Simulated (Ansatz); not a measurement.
Reaction (substitution at a C–C bond): `CC(C)CCC(C)C` + `OB(O)F` → `CC(C)OB(O)F` + `CCC(C)C`

Calculated with Ansatz (gas phase, PBE0-D4/def2-TZVP geometries, no zero-point term in ΔE). CCSD(T)/CBS is the MP2 limit (def2-TZVPP, def2-QZVPP) plus CCSD(T) − MP2 in def2-TZVPP, frozen cores. Functionals use def2-TZVPP. B3LYP here is the variant with VWN-RPA as its local correlation; programs differ in this. One conformer a species, not always the lowest.

CCSD(T)/CBS gives +31.9 kJ/mol.

(1) Another level gave +22.5 kJ/mol. Which?
A. PBE/def2-TZVPP
B. B3LYP/def2-TZVPP
C. MP2/def2-TZVPP
D. ωB97M-V/def2-TZVPP

Largest T1 diagnostic among the species: 0.012.

Answers

(1) A. PBE 22.5, B3LYP 15.9, ωB97M-V 27.0, MP2/def2-TZVPP 37.5 kJ/mol.

In def2-TZVPP, CCSD(T) changes the Hartree–Fock value by +16.8 kJ/mol (the triples alone add +1.3 kJ/mol) and MP2 by +23.7 kJ/mol. The D4 term adds +5.2 kJ/mol with B3LYP and +3.3 kJ/mol with PBE0; it sums over pairs of atoms, weighted by their polarisabilities, and B3LYP, whose exchange is more repulsive, gets the larger term.

CCSD(T)/CBS has its own doubt, a few kJ/mol and more with outer-core shells, so smaller differences from it don't rank the levels.
